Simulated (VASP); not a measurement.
# InAs (F-43m) in VASP: a series of runs

Aim: see how the results for InAs move with the level of theory and the settings. Levels: PBEsol, r2SCAN. Tasks: relaxation of cell and atoms.

Everything below comes from runs of VASP 6.6.1. Logs are shortened: lines on timing, memory, paths and dates and some standing lists are left out, and cuts for length are marked.

## 1. The structure

The structure is cubic, space group F-43m (No. 216). The conventional cell has a = 6.107 Å, b = 6.107 Å, c = 6.107 Å, α = 90.00°, β = 90.00°, γ = 90.00°. Around In (site symmetry -43m) lie 4 As at 2.64 Å. As (site symmetry -43m) is surrounded by 4 In at 2.64 Å.

The cell is a database's computed one.

## 2. Relaxation of cell and atoms, PBEsol

File INCAR:

```
ALGO = Fast
EDIFF = 1E-6
EDIFFG = -0.005
ENCUT = 600
GGA = PS
IBRION = 2
ISIF = 3
ISMEAR = 0
LASPH = T
LCHARG = F
LREAL = F
LWAVE = F
NELM = 80
NSW = 60
PREC = Accurate
SIGMA = 0.02
```

File KPOINTS:

```
k-points
0
Gamma
  3 3 3
```

File POSCAR:

```
InAs
1.0
    0.0000000000      3.0535616600      3.0535616600
    3.0535616600      0.0000000000      3.0535616600
    3.0535616600      3.0535616600      0.0000000000
In As
1 1
Direct
    0.0000000000      0.0000000000      0.0000000000
    0.7500000000      0.7500000000      0.7500000000
```

Potentials or basis: VASP PAW PBE potentials, release 64 (In_d, As).

The run is started by

```console
cat potpaw_PBE.64/In_d/POTCAR potpaw_PBE.64/As/POTCAR > POTCAR
mpirun -np 1 vasp_std > vasp.out
```

OUTCAR:

```text
EDIFF = 1E-6
   EDIFFG = -0.005
   ENCUT = 600
   GGA = PS
   IBRION = 2
   ISIF = 3
   ISMEAR = 0
   LASPH = T
   LREAL = F
   NELM = 80
   NSW = 60
   PREC = Accurate

 ion  position               nearest neighbor table
   1  0.000  0.000  0.000-   2 2.64   2 2.64   2 2.64   2 2.64
   2  0.750  0.750  0.750-   1 2.64   1 2.64   1 2.64   1 2.64

  LATTYP: Found a face centered cubic cell.
 ALAT       =     6.1071233200

  Lattice vectors:

 A1 = (   0.0000000000,   3.0535616600,   3.0535616600)
 A2 = (   3.0535616600,   0.0000000000,   3.0535616600)
 A3 = (   3.0535616600,   3.0535616600,   0.0000000000)

Analysis of symmetry for initial positions (statically):
=====================================================================
 Subroutine PRICEL returns:
 Original cell was already a primitive cell.

 Routine SETGRP: Setting up the symmetry group for a
 face centered cubic supercell.

 Subroutine GETGRP returns: Found 24 space group operations
 (whereof 24 operations were pure point group operations)
 out of a pool of 48 trial point group operations.

The static configuration has the point symmetry T_d .

Analysis of symmetry for dynamics (positions and initial velocities):
=====================================================================
 Subroutine PRICEL returns:
 Original cell was already a primitive cell.

 Routine SETGRP: Setting up the symmetry group for a
 face centered cubic supercell.

 Subroutine GETGRP returns: Found 24 space group operations
 (whereof 24 operations were pure point group operations)
 out of a pool of 48 trial point group operations.

The dynamic configuration has the point symmetry T_d .

 Subroutine INISYM returns: Found 24 space group operations
 (whereof 24 operations are pure point group operations),
 and found     1 'primitive' translations

----------------------------------------------------------------------------------------

                                     Primitive cell

  volume of cell :      56.9443

  direct lattice vectors                    reciprocal lattice vectors
     0.000000000  3.053561660  3.053561660    -0.163743214  0.163743214  0.163743214
     3.053561660  0.000000000  3.053561660     0.163743214 -0.163743214  0.163743214
     3.053561660  3.053561660  0.000000000     0.163743214  0.163743214 -0.163743214

  length of vectors
     4.318388313  4.318388313  4.318388313     0.283611566  0.283611566  0.283611566

  position of ions in fractional coordinates (direct lattice)
[... 56 lines left out ...]
   ENCUT  =  600.0 eV  44.10 Ry    6.64 a.u.   8.62  8.62  8.62*2*pi/ulx,y,z
   NELM   =     80;   NELMIN=  2; NELMDL= -5     # of ELM steps
   EDIFF  = 0.1E-05   stopping-criterion for ELM
   LREAL  =      F    real-space projection
   EDIFFG = -.5E-02   stopping-criterion for IOM
   NSW    =     60    number of steps for IOM
   IBRION =      2    ionic relax: 0-MD 1-quasi-New 2-CG
   NFREE  =      1    steps in history (QN), initial steepest desc. (CG)
   ISIF   =      3    stress and relaxation
   ISYM   =      2    0-nonsym 1-usesym 2-fastsym
   POTIM  = 0.5000    time-step for ionic-motion
   TEBEG  =    0.0;   TEEND  =   0.0 temperature during run
   PSTRESS=    0.0 pullay stress
   NELECT =      18.0000    total number of electrons
   NUPDOWN=      -1.0000    fix difference up-down
   EMIN   =  10.00;   EMAX   =-10.00  energy-range for DOS
   EFERMI =   0.00;   METHOD = LEGACY
   ISMEAR =     0;   SIGMA  =   0.02  broadening in eV -4-tet -1-fermi 0-gaus
   EFERMI_NEDOS =   21; number of points for ismear=-14 and -15
   IALGO  =     68    algorithm
   IMIX   =      4    mixing-type and parameters
     AMIX     =   0.40;   BMIX     =  1.00
     AMIX_MAG =   1.60;   BMIX_MAG =  1.00
  volume/ion in A,a.u.               =      28.47       192.14
  Fermi-wavevector in a.u.,A,eV,Ry     =   1.115190  2.107404 16.920877  1.243649
  Thomas-Fermi vector in A             =   2.251793
   LORBIT       =      0    0 simple, 1 ext, 2 COOP (PROOUT), +10 PAW based schemes
   GGA     = PS    functional components
   LHFCALC =     F    Hartree Fock is set to
   AEXX    =    0.0000 exact exchange contribution
   IVDW    =     0    specifies the selected vdW correction
   LEPSILON=     F    determine dielectric tensor
   LRPA    =     F    only Hartree local field effects (RPA)
 conjugate gradient relaxation of ions
 non-spin polarized calculation
 RMM-DIIS sequential band-by-band and
 Gauss-broadening in eV      SIGMA  =   0.02
  energy-cutoff  :      600.00
  volume of cell :       56.94
 maximum number of plane-waves:      1917
 NGX is ok and might be reduce to    36
   NGX = 17   NGY = 17   NGZ = 17

--------------------------------------- Ionic step        1  -------------------------------------------

 number of electron      18.0000002 magnetization

 Free energy of the ion-electron system (eV)
  ---------------------------------------------------
  ext. energy  EPLUGINS =         0.00000000
  ---------------------------------------------------
  free energy    TOTEN  =        -8.03438944 eV

  energy without entropy =       -8.03324676  energy(sigma->0) =       -8.03381810

------------------------ aborting loop because EDIFF is reached ----------------------------------------

  FORCE on cell =-STRESS in cart. coord.  units (eV):
  Direction    XX          YY          ZZ          XY          YZ          ZX
  --------------------------------------------------------------------------------------
  -------------------------------------------------------------------------------------
  Total        0.4801379      0.4801379      0.4801379     -0.0000000      0.0000000     -0.0000000
  in kB       13.5091033     13.5091033     13.5091033     -0.0000000      0.0000000     -0.0000000
  external PRESSURE =      13.5091033 kB  Pullay stress =       0.0000000 kB
[... 59 lines left out ...]
--------------------------------------- Ionic step        3  -------------------------------------------

 number of electron      17.9999997 magnetization

 Free energy of the ion-electron system (eV)
  ---------------------------------------------------
  ext. energy  EPLUGINS =         0.00000000
  ---------------------------------------------------
  free energy    TOTEN  =        -8.03978394 eV

  energy without entropy =       -8.03864125  energy(sigma->0) =       -8.03921260

 E-fermi :   3.9699     XC(G=0):  -9.0023

 val. band max:        3.9637934388   @ k =   0.0000   0.0000   0.0000
 cond. band min:       4.8276628781   @ k =   0.3333   0.0000   0.0000
 fundamental gap:      0.8638694393
 Fermi energy:         3.9698848123

 k-point     1 :       0.0000    0.0000    0.0000
  band No.  band energies     occupation
      1     -10.3667      2.00000
      2     -10.3667      2.00000
      3     -10.3667      2.00000
      4     -10.2639      2.00000
      5     -10.2639      2.00000
      6      -7.5941      2.00000
      7       3.3774      2.00000
      8       3.9638      1.33333
      9       3.9638      1.33333
     10       3.9638      1.33333
     11       7.7141      0.00000
     12       7.7141      0.00000
     13       7.7141      0.00000
[... 75 lines left out ...]
  FREE ENERGIE OF THE ION-ELECTRON SYSTEM (eV)
  ---------------------------------------------------
  free  energy   TOTEN  =        -8.0397839383 eV

  energy  without entropy=       -8.0386412544  energy(sigma->0) =       -8.03921260

 reached required accuracy - stopping structural energy minimisation
```

OSZICAR:

```text
N       E                     dE             d eps       ncg     rms          rms(c)
DAV:   1     0.111509009953E+03    0.11151E+03   -0.89889E+03   104   0.158E+03
DAV:   2     0.935636224005E+00   -0.11057E+03   -0.10717E+03   104   0.332E+02
DAV:   3    -0.815104055777E+01   -0.90867E+01   -0.89699E+01   129   0.960E+01
[... 32 lines left out ...]
RMM:   4    -0.803977579631E+01   -0.54232E-04   -0.13037E-03   125   0.429E-01    0.108E-01
RMM:   5    -0.803979144461E+01   -0.15648E-04   -0.19701E-04   123   0.164E-01    0.118E-01
RMM:   6    -0.803979429828E+01   -0.28537E-05   -0.34597E-05   130   0.853E-02    0.179E-01
RMM:   7    -0.803978342988E+01    0.10868E-04   -0.31667E-05   104   0.529E-02    0.158E-01
RMM:   8    -0.803978393828E+01   -0.50840E-06   -0.80870E-06   110   0.356E-02
   3 F= -.80397839E+01 E0= -.80392126E+01  d E =-.539449E-02
```

Wall time 22 s (1 thread of Intel Xeon Platinum 8488C (Sapphire Rapids), shared host); peak memory 0.2 GiB.

What came out:

```yaml
Free_energy: -8.0398 eV
Relaxed_volume: 29.15 Å³/atom
Relaxed_cell: a = 4.352 Å, b = 4.352 Å, c = 4.352 Å, α = 60.00°, β = 60.00°, γ = 60.00°
Space_group_after_relaxing_to_0.05_Å: F-43m (No. 216)
Energy_gained_by_relaxing: 2.7 meV/atom
Ionic_steps: 3
Pressure_after_relaxing: 0.0 GPa
Band_gap_on_the_k_mesh: none (metal or under the smearing width)
```

Step by step:
| step | energy change (eV) | largest force (eV/Å) | pressure (GPa) | volume (Å³) |
| --- | --- | --- | --- | --- |
| 1 | 0.0000 | 0.0000 | 1.35 | 56.94 |
| 2 | -0.0043 | 0.0000 | -0.48 | 58.95 |
| 3 | -0.0054 | 0.0000 | 0.00 | 58.29 |

Final structure:
```
In As
1.0
     0.00000    3.07746    3.07746
     3.07746    0.00000    3.07746
     3.07746    3.07746    0.00000
In As
1 1
Direct
  0.00000 0.00000 0.00000
  0.75000 0.75000 0.75000
```

Caveat: the k mesh is coarse (spacing up to 0.59 Å⁻¹), so the values aren't converged; the PAW data sets were made with another functional, which shifts forces and pressure a little; this crystal is a semiconductor, whose small gap the functional closes, so the metal is an error of the method.

## 3. Relaxation of cell and atoms, r2SCAN

File INCAR:

```
SYSTEM = InAs
ALGO = Normal ; EDIFF = 1E-7
EDIFFG = -0.02 ; ENCUT = 600
IBRION = 2 ; ISIF = 3
ISMEAR = 0 ; LASPH = .TRUE.
LCHARG = .FALSE. ; LMIXTAU = .TRUE.
LREAL = .FALSE. ; LWAVE = .FALSE.
METAGGA = R2SCAN ; NELM = 60
NSW = 60 ; PREC = Accurate
SIGMA = 0.02
```

File KPOINTS:

```
k-points
0
G
  9 9 9
  0 0 0
```

POSCAR is that of step 2.

Potentials or basis: VASP PAW PBE potentials, release 64 (In_d, As).

The run is started by

```console
cat potpaw_PBE.64/In_d/POTCAR potpaw_PBE.64/As/POTCAR > POTCAR
mpirun -np 1 vasp_std > vasp.out
```

Wall time 1.7 min (1 thread of Intel Xeon Platinum 8488C (Sapphire Rapids), shared host); peak memory 0.23 GiB.

The run converged. Its results:

| Property | Result |
| --- | --- |
| Free energy | -38.0616 eV |
| Pressure after relaxing | 0.1 GPa |
| Band gap on the k mesh | 0.09 eV, direct |

Final structure:
```
CELL_PARAMETERS angstrom
0.00000 3.05356 3.05356
3.05356 0.00000 3.05356
3.05356 3.05356 0.00000
ATOMIC_POSITIONS crystal
In 0.00000 0.00000 0.00000
As 0.75000 0.75000 0.75000
```

Levels at points of the mesh, in eV from the valence-band top:
```csv
k point,band 6,band 7,band 8,band 9,band 10,band 11,band 12,band 13
"(0.00, 0.00, 0.00)",-12.11,0.00,0.00,0.00,0.09,4.26,4.26,4.26
```

Caveat: the relaxation stopped at its first step, so nothing moved; the PAW data sets were made with another functional, which shifts forces and pressure a little; spin-orbit coupling is left out, which moves the levels of the heavy elements. r2SCAN opens gaps a little over a GGA but as a rule still falls short of measured ones.
